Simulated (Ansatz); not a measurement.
# Au: the cost of one run

Method: DFT PBE, scalar-relativistic, plane waves, PAW, in Ansatz 0.2.0.

3 further runs of the same task are left out: 1 that didn't finish, 2 set aside as unsound or not needed.

### Step 1. Starting point

It takes space group Im-3m (No. 229, cubic). Conventional cell: a = 3.301 Å, b = 3.301 Å, c = 3.301 Å, α = 90.00°, β = 90.00°, γ = 90.00°. Around Au (site symmetry m-3m) lie 8 Au at 2.86 Å.

Coordinates:

```cif
data_structure
_symmetry_space_group_name_H-M 'Im-3m'
_symmetry_Int_Tables_number 229
_cell_length_a 3.3013
_cell_length_b 3.3013
_cell_length_c 3.3013
_cell_angle_alpha 90.000
_cell_angle_beta 90.000
_cell_angle_gamma 90.000
_cell_volume 35.98
loop_
_atom_site_label
_atom_site_type_symbol
_atom_site_symmetry_multiplicity
_atom_site_Wyckoff_symbol
_atom_site_fract_x
_atom_site_fract_y
_atom_site_fract_z
_atom_site_occupancy
Au1 Au 2 a 0.00000 0.00000 0.00000 1
```

It goes back to an entry of the Materials Project, which need not be the stable form.

### Step 2. Reference cell for the strains

File input.yaml:

```yaml
crystal:
  lattice:
    - [3.3013090383, 0.0, 0.0]
    - [0.0, 3.3013090383, 0.0]
    - [0.0, 0.0, 3.3013090383]
  atoms:
    - { symbol: Au, position: [0.0, 0.0, 0.0] }
    - { symbol: Au, position: [0.5, 0.5, 0.5] }
basis:
  ecutwfc: 420
kpoints:
  mp_grid: { grid: [16, 16, 16] }
hamiltonian:
  xc: pbe
scf:
  occupations: { method: gaussian, width: 0.1 }
output:
  forces: true
  stress: true
  eigenvalues: true
```

The run is started by

```
$ ansatz run input.yaml --threads 1 --pin off --max-ram 2560MiB --backend cpu --events-out ev --progress --plain --runs-dir out
```

What time and memory should one allow on 1 thread of Intel Xeon 6975P-C (Granite Rapids), shared host?

About 2.5 s, with a peak of 0.4 GiB.
